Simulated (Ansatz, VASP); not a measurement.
**Two plane-wave programs on Ir**

The input POSCAR:

```
Ir
1.0
    0.0000000000      1.9228496764      1.9228496764
    1.9228496764      0.0000000000      1.9228496764
    1.9228496764      1.9228496764      0.0000000000
Ir
1
Direct
    0.0000000000      0.0000000000      0.0000000000
```

Contents of INCAR.step1:

```
SYSTEM = Ir
ALGO = Normal ; EDIFF = 1E-4
ENCUT = 520 ; GGA = PE
ISMEAR = -1 ; LASPH = .TRUE.
LCHARG = .FALSE. ; LREAL = .FALSE.
LWAVE = .TRUE. ; NBANDS = 10
NELM = 80 ; PREC = Accurate
SIGMA = 0.1
```

Contents of INCAR.step2:

```
SYSTEM = Ir
ALGO = Normal ; EDIFF = 1E-7
ENCUT = 520 ; ISIF = 2
ISMEAR = -1 ; ISTART = 1
LASPH = .TRUE. ; LCHARG = .TRUE.
LELF = .TRUE. ; LMIXTAU = .TRUE.
LREAL = .FALSE. ; LVHAR = .TRUE.
LWAVE = .FALSE. ; METAGGA = R2SCAN
NBANDS = 10 ; NELM = 80
PREC = Accurate ; SIGMA = 0.1
```

The input KPOINTS:

```
k-points
0
G
  14 14 14
  0 0 0
```

Input for Ansatz:

```yaml
crystal:
  lattice:
    - [0.0, 1.9228496764, 1.9228496764]
    - [1.9228496764, 0.0, 1.9228496764]
    - [1.9228496764, 1.9228496764, 0.0]
  atoms:
    - { symbol: Ir, position: [0.0, 0.0, 0.0] }
hamiltonian:
  xc: r2scan
  pseudopotentials:
    kind: paw
    azcp:
      Ir: "pseudopotentials/Ir.paw.azcp"
basis:
  ecutwfc: 500
  fft_grid_basis: typed
kpoints:
  mp_grid: { grid: [14, 14, 14], shift: [0, 0, 0] }
magnetization:
  spin_polarized: false
scf:
  occupations: { method: fermi_dirac, width: 0.1 }
  lower_state_search: "off"
output:
  stress: true
  write_density: true
  write_potential: true
  elf: true
  volumetric_format: npy
```

Alike in both runs: task single point; functional r2SCAN; k mesh 14 × 14 × 14; occupations fermi-dirac, width 0.1 eV; no spin polarisation.

|  | VASP | Ansatz |
| --- | --- | --- |
| version | VASP 6.6.1 | Ansatz 0.2.0 |
| potentials or method | VASP PAW PBE potentials, release 64 (Ir) | plane waves (500 eV) with PAW, scalar-relativistic |
| plane-wave cutoff (eV) | 520 | 500 |
| valence electrons in the cell | 9 | 17 |

Ansatz gave:

| Item | Value |
| --- | --- |
| pressure (GPa) | 0.0 |

Question: What did VASP give for the same quantities?

Answer: Pressure (GPa): 2.4.

The two sets of potentials don't hold the same shells in valence.

Caveats: the PAW data sets were made with another functional, which shifts forces and pressure a little (VASP). The runs have no spin-orbit coupling, so splittings on Ir are missing.
